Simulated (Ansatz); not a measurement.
# TiSi2N4 monolayer in a perpendicular field

Aim: how the TiSi2N4 monolayer screens a field along its normal, and what the field does to its bands. A positive field points along +c.

Calculated with Ansatz 0.2.0; plane-wave DFT, PBE-D3(BJ), Ansatz PAW (set soft_1); PAW set soft_1.

## 1. Set-up

The cell holds 7 atoms: 4 N, 2 Si and 1 Ti. Its edges and angles: a = 2.920 Å, b = 2.920 Å, c = 45.043 Å, α = 90.0°, β = 90.0°, γ = 120.0°. Vacuum lies along c.

As a file:

```xyz
7
Lattice="2.9200 0.0000 0.0000 -1.4600 2.5288 0.0000 0.0000 0.0000 45.0425" Properties=species:S:1:pos:R:3
N     0.0000    0.0000   19.0000
Si    0.0000    1.6859   19.4694
N     0.0000    1.6859   21.2194
Ti    0.0000    0.0000   22.5213
N     0.0000    1.6859   23.8231
Si    0.0000    1.6859   25.5731
N     0.0000    0.0000   26.0425
```

## 2. Relaxation

The starting cell is a guess, so the in-plane lattice and the atoms are relaxed first, with the slab cut off from its images along the normal.

input.yaml reads:

```yaml
crystal:
  lattice:
    - [2.92, 0.0, 0.0]
    - [-1.46, 2.5287941791, 0.0]
    - [0.0, 0.0, 45.0425286479]
  atoms:
    - { symbol: "N", position: [0.0, 0.0, 0.4218235648] }
    - { symbol: Si, position: [0.3333333333, 0.6666666667, 0.4322455436] }
    - { symbol: "N", position: [0.3333333333, 0.6666666667, 0.4710977141] }
    - { symbol: Ti, position: [0.0, 0.0, 0.5] }
    - { symbol: "N", position: [0.3333333333, 0.6666666667, 0.5289022859] }
    - { symbol: Si, position: [0.3333333333, 0.6666666667, 0.5677544564] }
    - { symbol: "N", position: [0.0, 0.0, 0.5781764352] }
  periodic: [true, true, false]
kpoints:
  mp_grid: { grid: [12, 12, 1] }
hamiltonian:
  xc: pbe
  dispersion: d3bj
  pseudopotentials: { kind: paw, azcp: { folder: soft_1 } }
scf:
  occupations: { method: fermi_dirac, width: 0.05 }
  convergence: { dr2_threshold: 1.0e-09 }
relax:
  f_tol: 0.004
  max_steps: 90
  cell: {}
output:
  write_potential: true
  write_density: true
  volumetric_format: npy
```

On the command line:

```
> ansatz run input.yaml --threads 2 --pin off --max-ram 3072MiB --backend cpu --events-out ev --progress --plain --runs-dir out
```

Numbers of over 12 decimals in the logs are rounded to 6 here.

The log of the run:

```text
Warning: relax.cell: scf.convergence.dr2_threshold = 1e-9 eV is looser than the 2.41007176491e-10 eV advised for a relaxation that steers and ends on the stress (1e-10 eV for each atom of the cell: 7, times the square of relax.cell.stress_2d_tol = 0.05 N/m over 17.0 Å (the atoms' height at the walk's start and 5 Å past either face), 2.934e-2 GPa, over a crystal's default 0.05). What an SCF threshold leaves in a stress goes as its square root, and in the free energy as the threshold itself, and one threshold admits the most on a small cell: [figures from the program's tests cut] Set scf.convergence.dr2_threshold to 2.41007176491e-10 eV or tighter. [rest of the remark cut]
Engine: ansatz 0.2.0, aarch64-unknown-linux-gnu
Pseudopotentials: kind: paw
Pseudopotential: N, paw, valence charge 5, recommended cutoff 420 eV (normal), soft_1/N.paw.azcp
Pseudopotential: Si, paw, valence charge 4, recommended cutoff 420 eV (normal), soft_1/Si.paw.azcp
Pseudopotential: Ti, paw, valence charge 12, recommended cutoff 420 eV (normal), soft_1/Ti.paw.azcp
Functional definition: PBE
  parameter kappa = 0.804
  parameter beta = 0.066725
  exchange = pbe_x(kappa = kappa, mu = beta*pi^2/3)
  correlation = pbe_c(beta = beta)
Crystal: 7 atoms, lattice volume = 332.598 Å³
Basis set: ecut = 420 eV, 6463 PW (Γ), exchange–correlation on 40×40×640 points (8 copies of the dense FFT grid, shifted against one another)
Bands: 27, of which v1, the nominal top of the filled ones, is band 20 counted from 1 (19 counted from 0)
Symmetry: 12 space group operations
Space group: P-6m2 (ITA 187), of the structure as read, at distance tolerance 6.9e-5 Å
k-points: 19 of 144 (time reversal used)
Non-local potential: N, projectors of the file, l = 0: 2, l = 1: 2, l = 2: 1
Non-local potential: Si, projectors of the file, l = 0: 2, l = 1: 2, l = 2: 1
Non-local potential: Ti, projectors of the file, l = 0: 3, l = 1: 2, l = 2: 3, l = 3: 1
PAW form: soft (Blöchl's): semilocal exchange-correlation on the pseudo side does not see the compensation charge
PAW one-centre angular grid: N, 110 points (default); XC on 64 Gauss nodes
PAW one-centre angular grid: Si, 110 points (default); XC on 64 Gauss nodes
PAW one-centre angular grid: Ti, 590 points (default); XC on 64 Gauss nodes
Initial density: superposition of atomic densities (neutral atoms: chi_scale 0, normalization atom)
Initial wavefunctions: pseudopotential atomic-orbital guess
Functional: x = pbe(κ = 0.804, μ = 0.219515), c = pbe(β = 0.066725)
SCF iter   1: F=—  HF=-5324.911255 eV  |F-HF|=—  |Δ(HF+E_count)|=         —  Δρ=9.52e-2  dr2=3.54e1  ethr=3.10e-3  ⟨swp⟩=13.1  Hψ=4366  notcnv=0  defer=13
preconditioner: auto → Resta (q_TF=auto, 1.917 Å⁻¹)  ε∞=1.9  [insulator: Δε(μ)=3.278 eV  Ē_g=12.453 eV  σ=0.050 eV  W_gap=1.00  n_scr=26 (ndim 8)  ℏωp=11.5 eV  f_vac=0.754  D(μ)=0.00/eV (n_scr^D=0)  ε∞_Penn≈1.9  vacuum switching on, ρ_ref=1.1e-2 e/Å³]
SCF iter   2: F=—  HF=-5325.506224 eV  |F-HF|=—  |Δ(HF+E_count)|=   5.95e-1  Δρ=1.64e-1  dr2=2.01e2  ethr=3.10e-3  ⟨swp⟩=5.6  Hψ=2049  notcnv=0  defer=38  recentre
preconditioner: auto → LDOS  [metal: Δε(μ)=0.022 eV  Ē_g=9.164 eV  σ=0.050 eV  W_gap=0.11  n_scr=26 (ndim 8)  ℏωp=11.5 eV  f_vac=0.759  D(μ)=6.61/eV (n_scr^D=26)  β→1.0]
SCF iter   3: F=—  HF=-5318.437770 eV  |F-HF|=—  |Δ(HF+E_count)|=    7.07e0  Δρ=5.34e-2  dr2=1.16e1  ethr=3.10e-3  ⟨swp⟩=5.6  Hψ=1915  notcnv=0  defer=29
SCF iter   4: F=—  HF=-5317.007087 eV  |F-HF|=—  |Δ(HF+E_count)|=    1.43e0  Δρ=2.27e-2  dr2=6.35e0  ethr=3.10e-3  ⟨swp⟩=6.4  Hψ=1800  notcnv=0  defer=39
SCF iter   5: F=—  HF=-5315.819373 eV  |F-HF|=—  |Δ(HF+E_count)|=    1.19e0  Δρ=8.48e-3  dr2=2.63e-1  ethr=3.10e-3  ⟨swp⟩=5.3  Hψ=1501  notcnv=0  defer=28
SCF iter   6: F=—  HF=-5315.812229 eV  |F-HF|=—  |Δ(HF+E_count)|=   7.14e-3  Δρ=2.55e-3  dr2=3.01e-2  ethr=6.58e-4  ⟨swp⟩=2.8  Hψ=913  notcnv=0  defer=34
SCF iter   7: F=—  HF=-5315.809539 eV  |F-HF|=—  |Δ(HF+E_count)|=   2.69e-3  Δρ=4.62e-4  dr2=8.01e-4  ethr=7.52e-5  ⟨swp⟩=3.8  Hψ=1312  notcnv=0  defer=34
SCF iter   8: F=—  HF=-5315.809449 eV  |F-HF|=—  |Δ(HF+E_count)|=   9.00e-5  Δρ=2.11e-4  dr2=2.33e-4  ethr=2.00e-6  ⟨swp⟩=3.1  Hψ=1013  notcnv=0  defer=34
SCF iter   9: F=—  HF=-5315.809430 eV  |F-HF|=—  |Δ(HF+E_count)|=   1.93e-5  Δρ=9.99e-5  dr2=8.90e-5  ethr=5.84e-7  ⟨swp⟩=2.8  Hψ=841  notcnv=0  defer=34
SCF iter  10: F=—  HF=-5315.809247 eV  |F-HF|=—  |Δ(HF+E_count)|=   1.82e-4  Δρ=7.82e-5  dr2=3.59e-5  ethr=2.23e-7  ⟨swp⟩=3.2  Hψ=980  notcnv=0  defer=34
SCF iter  11: F=—  HF=-5315.809244 eV  |F-HF|=—  |Δ(HF+E_count)|=   3.62e-6  Δρ=3.43e-5  dr2=6.27e-6  ethr=8.98e-8  ⟨swp⟩=1.7  Hψ=583  notcnv=0  defer=34
SCF iter  12: F=—  HF=-5315.809248 eV  |F-HF|=—  |Δ(HF+E_count)|=   4.27e-6  Δρ=4.33e-6  dr2=9.61e-8  ethr=1.57e-8  ⟨swp⟩=3.2  Hψ=1017  notcnv=0  defer=34
SCF iter  13: F=—  HF=-5315.809291 eV  |F-HF|=—  |Δ(HF+E_count)|=   4.33e-5  Δρ=2.54e-6  dr2=1.74e-8  ethr=2.40e-10  ⟨swp⟩=3.2  Hψ=1093  notcnv=0  defer=34
SCF iter  14: F=—  HF=-5315.809291 eV  |F-HF|=—  |Δ(HF+E_count)|=  9.82e-10  Δρ=9.56e-7  dr2=2.83e-9  ethr=4.35e-11  ⟨swp⟩=3.5  Hψ=1033  notcnv=0  defer=34
SCF iter  15: F=-5315.809291 eV  HF=-5315.809291 eV  |F-HF|=7.28e-11  |Δ(HF+E_count)|=  7.09e-10  Δρ=1.44e-7  dr2=7.49e-11  ethr=2.50e-12  ⟨swp⟩=12.1  Hψ=4069  notcnv=0
SCF 1 converged in 15 iterations: F = -5315.809291 eV  dr2 = 7.49e-11
  greatest PAW one-centre occupation: 0.999 electrons in one spin orbital (limit 2), on the Ti atom at site 3 (counted from 0), in its partial waves of l = 0
relax step   1: F+E_penalty+E_count = -5315.80929132 eV  Δ(F+E_penalty+E_count) = +0.000e0 eV  max|allowed force component| = 2.565e0 eV/Å  Δτ_max = 0.0000 Å  P = -0.677 N/m  Ω = 332.598 Å³  fix = [c, alpha, beta]  reactions: c -0.000 N/m  (15 SCF iters, accepted)
Crystal: 7 atoms, lattice volume = 336.281 Å³
Basis set: ecut = 420 eV, 6475 PW (Γ), exchange–correlation on 40×40×640 points (8 copies of the dense FFT grid, shifted against one another)
Initial density: handed on by an earlier stage of this run
Initial wavefunctions: those handed on with the density
iter 1 solved again at ethr=2.41e-3 eV; its pass at ethr=3.10e-3 eV (dr2=9.64e-1 eV) is discarded
SCF iter   1: F=—  HF=-5316.366383 eV  |F-HF|=—  |Δ(HF+E_count)|=         —  Δρ=1.65e-2  dr2=9.68e-1  ethr=2.41e-3  ⟨swp⟩=1.9  Hψ=4381  notcnv=0
preconditioner: auto → Resta (q_TF=auto, 1.913 Å⁻¹)  ε∞=2.1  [insulator: Δε(μ)=1.195 eV  Ē_g=10.844 eV  σ=0.050 eV  W_gap=1.00  n_scr=26 (ndim 8)  ℏωp=11.5 eV  f_vac=0.777  D(μ)=0.00/eV (n_scr^D=0)  ε∞_Penn≈2.1  vacuum switching on, ρ_ref=8.5e-3 e/Å³]
[...]
SCF iter   8: F=—  HF=-5316.221110 eV  |F-HF|=—  |Δ(HF+E_count)|=   4.45e-5  Δρ=6.33e-6  dr2=1.24e-7  ethr=1.63e-9  ⟨swp⟩=3.4  Hψ=1144  notcnv=0  defer=33
SCF iter   9: F=—  HF=-5316.221110 eV  |F-HF|=—  |Δ(HF+E_count)|=   3.57e-9  Δρ=1.11e-6  dr2=2.40e-9  ethr=3.09e-10  ⟨swp⟩=3.1  Hψ=1041  notcnv=0  defer=33
SCF iter  10: F=-5316.221110 eV  HF=-5316.221110 eV  |F-HF|=1.36e-11  |Δ(HF+E_count)|=   2.04e-9  Δρ=2.20e-7  dr2=1.34e-10  ethr=2.50e-12  ⟨swp⟩=13.1  Hψ=4473  notcnv=0
SCF 3 converged in 10 iterations: F = -5316.221110 eV  dr2 = 1.34e-10
relax step   3: F+E_penalty+E_count = -5316.22110992 eV  Δ(F+E_penalty+E_count) = -5.840e-2 eV  max|allowed force component| = 1.631e-1 eV/Å  Δτ_max = 0.0712 Å  P = +0.102 N/m  Ω = 332.886 Å³  energy of the carried Pulay correction = -1.080e-4 eV  fix = [c, alpha, beta]  reactions: c +0.000 N/m  (10 SCF iters, accepted)
[...]
relax step   4: F+E_penalty+E_count = -5316.22329274 eV  Δ(F+E_penalty+E_count) = -2.183e-3 eV  max|allowed force component| = 6.485e-2 eV/Å  Δτ_max = 0.0055 Å  P = +0.338 N/m  Ω = 332.579 Å³  energy of the carried Pulay correction = +6.797e-6 eV  fix = [c, alpha, beta]  reactions: c +0.000 N/m  (9 SCF iters, accepted)
[...]
relax step   5: F+E_penalty+E_count = -5316.22333797 eV  Δ(F+E_penalty+E_count) = -4.523e-5 eV  max|allowed force component| = 4.799e-2 eV/Å  Δτ_max = 0.0023 Å  P = -0.128 N/m  Ω = 332.921 Å³  energy of the carried Pulay correction = -1.209e-4 eV  fix = [c, alpha, beta]  reactions: c -0.000 N/m  (9 SCF iters, accepted)
[...]
relax step   6: F+E_penalty+E_count = -5316.22344599 eV  Δ(F+E_penalty+E_count) = -1.080e-4 eV  max|allowed force component| = 2.176e-4 eV/Å  Δτ_max = 0.0010 Å  P = -0.000 N/m  Ω = 332.817 Å³  energy of the carried Pulay correction = -8.205e-5 eV  fix = [c, alpha, beta]  reactions: c -0.000 N/m  (8 SCF iters, accepted)
Initial wavefunctions: pseudopotential atomic-orbital guess (no wavefunctions were taken with the density)
iter 1 solved again at ethr=6.92e-7 eV; its pass at ethr=3.10e-3 eV (dr2=2.77e-4 eV) is discarded
SCF iter   1: F=—  HF=-5316.223562 eV  |F-HF|=—  |Δ(HF+E_count)|=         —  Δρ=9.48e-6  dr2=2.32e-8  ethr=6.92e-7  ⟨swp⟩=5.4  Hψ=6668  notcnv=0
eigensolver tolerance schedule: the retry pair's looser diagonalisation over-reported the residual by 11916.95 of it (diagonalisation noise at an unbounded share of the residual, at the tolerance the schedule requests for it); recorded, not acted on — ethr = c·dr2/N_el stays at c = 1.0e-1
preconditioner: auto → Resta (q_TF=auto, 1.917 Å⁻¹)  ε∞=2.1  [insulator: Δε(μ)=1.370 eV  Ē_g=10.868 eV  σ=0.050 eV  W_gap=1.00  n_scr=26 (ndim 8)  ℏωp=11.5 eV  f_vac=0.769  D(μ)=0.00/eV (n_scr^D=0)  ε∞_Penn≈2.1  vacuum switching on, ρ_ref=8.6e-3 e/Å³]
SCF iter   2: F=—  HF=-5316.223491 eV  |F-HF|=—  |Δ(HF+E_count)|=   7.08e-5  Δρ=4.84e-6  dr2=1.50e-8  ethr=5.81e-11  ⟨swp⟩=6.6  Hψ=2251  notcnv=0
SCF iter   3: F=—  HF=-5316.223505 eV  |F-HF|=—  |Δ(HF+E_count)|=   1.39e-5  Δρ=3.55e-6  dr2=3.36e-9  ethr=3.75e-11  ⟨swp⟩=2.9  Hψ=807  notcnv=0
SCF iter   4: F=—  HF=-5316.223524 eV  |F-HF|=—  |Δ(HF+E_count)|=   1.91e-5  Δρ=1.74e-6  dr2=3.87e-9  ethr=8.40e-12  ⟨swp⟩=3.5  Hψ=1013  notcnv=0
SCF iter   5: F=-5316.223534 eV  HF=-5316.223533 eV  |F-HF|=1.24e-6  |Δ(HF+E_count)|=   8.61e-6  Δρ=4.04e-7  dr2=2.74e-10  ethr=2.50e-12  ⟨swp⟩=14.5  Hψ=4949  notcnv=0
SCF 7 converged in 5 iterations: F = -5316.223534 eV  dr2 = 2.74e-10
relax step   7: F+E_penalty+E_count = -5316.22353405 eV  Δ(F+E_penalty+E_count) = -8.806e-5 eV  max|allowed force component| = 1.944e-4 eV/Å  Δτ_max = 0.0000 Å  P = -0.002 N/m  Ω = 332.817 Å³  fix = [c, alpha, beta]  reactions: c -0.000 N/m  stress off target by 2.36e-3 N/m on what of the cell is left free  SCF on the basis re-selected at this cell (its energy is not comparable with the rows above)  (5 SCF iters)
basis re-selected at this cell: Δ(F+E_penalty+E_count) = -8.806e-5 eV, ΔP = -0.002 N/m vs the last step (what re-selecting the basis moved, of the pressure what is left beyond the Pulay correction that the steps carried, after the strain that the cell walked since its last selection, with what the two solves' SCF thresholds leave and, on support functions, any second-order correction that the steps lacked; it is no m [...]
WARN: The output density's exchange-correlation potential varies sharply where the density is thin. Do not read a vacuum level from v_tot or v_xc, or from such a field of the output density. On a cell that repeats whose density bears no net charge and no dipole along the vacuum's axis use v_es (v_loc + v_h of the components); under efield.dipole_correction with no amplitude use v_es + v_field, which holds any externa [...]
SCF converged after 5 iterations
Free energy (F): -5316.223534 eV
Harris-Foulkes:  -5316.223533 eV  (|F-HF|=1.24e-6)
Internal energy: -5316.223534 eV  (E = F + TS)
E sigma→0 (E₀):  -5316.223534 eV
Entropy (-TS):   -0.000000 eV (-0.000 meV/atom)
Fermi energy:    -6.022232 eV
--- Per-component energies (eV) ---
  E_band       = -772.658057
  E_kinetic    = 894.329030
  E_local      = -170978.741487  (includes V_loc(G=0)·N_el)
  E_nonlocal   = 240.636303
  E_hartree    = 84938.836514
  E_xc         = -472.240235
  E_vxc        = -549.600335  (∫ρ·V_xc dr)
  E_paw        = -2577.062234  (= ΣΔE_a)
  E_vpaw       = -256.958535  (= ΣTr[D̂ρ^β])
  E_aug_tail   = 0.003513  (compensation charges beyond the density's cutoff)
  E_ewald      = 82639.806088
  E_disp       = -1.791027  (pairwise vdW)
  E_smearing   = -0.000000  (= −TS)
  E_closure    = 0.000000  (closes the sum)
  Σ components = -5316.223534   (vs F -5316.223534, Δ=0.00e0)
--- Forces (eV/Å), atoms counted from 1 ---
  atom   1  N      0.00000000    -0.00000000     0.00011709
  atom   2  Si    -0.00000000     0.00000000     0.00004770
  atom   3  N      0.00000000    -0.00000000    -0.00019437
  atom   4  Ti     0.00000000    -0.00000000     0.00000000
  atom   5  N      0.00000000    -0.00000000     0.00019437
  atom   6  Si    -0.00000000     0.00000000    -0.00004770
  atom   7  N      0.00000000    -0.00000000    -0.00011709
  max |Σ_I F_I| component: 4.44e-16 eV/Å
--- 2D stress c σ (N/m, compression-positive) ---
       -0.002363       0.000000       0.000000
        0.000000      -0.002363       0.000000
        0.000000       0.000000       0.000000
  P = ½ c Tr σ = -0.0024 N/m
--- Band table (eV; the first three rows and the last of 19) ---
  k-point 0: bands = [... 16 lower, -8.3851, -7.2439, -7.1064, -7.1064, -4.2727, -2.2154, -2.2154, -2.1103, ... 3 higher]
  k-point 1: bands = [... 16 lower, -8.2971, -7.3858, -7.2291, -7.0461, -4.3350, -2.3281, -2.3160, -2.1509, ... 3 higher]
  k-point 2: bands = [... 16 lower, -8.0603, -7.7221, -7.5344, -7.1119, -4.6506, -2.4066, -2.3282, -2.2575, ... 3 higher]
  k-point 18: bands = [... 16 lower, -9.3748, -9.0021, -7.3001, -6.6477, -4.8077, -3.3092, -1.9780, -1.5735, ... 3 higher]
  the weakly bound empty levels are not read free of the cell's end (no_gap_told)
--- Relaxed structure (6 steps of the walk, 6 accepted, 1 SCFs on fresh bases) ---
  F+E_penalty+E_count = -5316.22353405 eV   max|allowed force component| = 1.944e-4 eV/Å   (the final SCF, on the basis selected at the relaxed cell)
  cell:  # Å, volume = 332.8172 Å³
    - [2.920964, 0.0, 0.0]
    - [-1.460482, 2.529629, 0.0]
    - [0.0, 0.0, 45.0425286479]
  atoms:
    - { symbol: N, position: [1.0573552618554996e-17, -5.1357255561990634e-17, 0.423717] }
    - { symbol: Si, position: [0.333333, 0.666667, 0.435151] }
    - { symbol: N, position: [0.333333, 0.666667, 0.473919] }
    - { symbol: Ti, position: [1.0573552618555006e-17, -5.135725556199063e-17, 0.5] }
    - { symbol: N, position: [0.333333, 0.666667, 0.526081] }
    - { symbol: Si, position: [0.333333, 0.666667, 0.564849] }
    - { symbol: N, position: [1.0573552618554996e-17, -5.1357255561990634e-17, 0.576283] }
```

It took 67 s on 2 threads of Arm Neoverse V2, shared host; peak memory 0.56 GiB.

The steps of the relaxation:

| step | energy less that of the first step (eV) | largest force component (eV/Å) | volume (Å³) |
| --- | --- | --- | --- |
| 1 | 0.0000 | 2.5654 | 332.60 |
| 2 | -0.3534 | 0.9404 | 336.28 |
| 3 | -0.4118 | 0.1631 | 332.89 |
| 4 | -0.4140 | 0.0648 | 332.58 |
| 5 | -0.4140 | 0.0480 | 332.92 |
| 6 | -0.4142 | 0.0002 | 332.82 |
| 7* | -0.4142 | 0.0002 | 332.82 |

Relaxation steps marked * repeat the geometry before them on a plane-wave basis chosen anew for their cell, so energy and pressure can jump there.

Forces are held to the 12 operations that the run works with; a distortion that breaks them can't arise in this run.

| cell as run | before | after | change |
| --- | --- | --- | --- |
| a (Å) | 2.920 | 2.921 | +0.0 % |
| b (Å) | 2.920 | 2.921 | +0.0 % |

The atoms that moved most (Å, along periodic axes as changes of fractional coordinates times the final cell, across vacuum about the mean position):

| atom | dx | dy | dz | length |
| --- | --- | --- | --- | --- |
| Si6 | 0.000 | 0.000 | -0.131 | 0.131 |
| Si2 | 0.000 | 0.000 | 0.131 | 0.131 |
| N5 | 0.000 | 0.000 | -0.127 | 0.127 |
| N3 | 0.000 | 0.000 | 0.127 | 0.127 |
| N1 | 0.000 | 0.000 | 0.085 | 0.085 |
| N7 | 0.000 | 0.000 | -0.085 | 0.085 |

The relaxed structure:

```xyz
7
Lattice="2.9210 0.0000 0.0000 -1.4605 2.5296 0.0000 0.0000 0.0000 45.0425" Properties=species:S:1:pos:R:3
N     0.0000    0.0000   19.0853
Si    0.0000    1.6864   19.6003
N     0.0000    1.6864   21.3465
Ti    0.0000    0.0000   22.5213
N     0.0000    1.6864   23.6960
Si    0.0000    1.6864   25.4422
N     0.0000    0.0000   25.9573
```

The lattice constant a goes from 2.920 to 2.921 Å.

(Continued in part 2 of 2.)

[Logs are printed without paths, hosts, clocks, repeated set-up lines and the standing remarks that a program may print on its own settings, such as how far it seeks lower states.]

[Hosts, paths, dates, database ids (printed as entryN), source tags and the programs' standing remarks are cut or masked in the printed files.]

[Maps of the electrostatic potential energy from Ansatz leave out the sawtooth potential of an applied field or a dipole correction, so their vacuum need not be flat; planar profiles and work functions include it.]
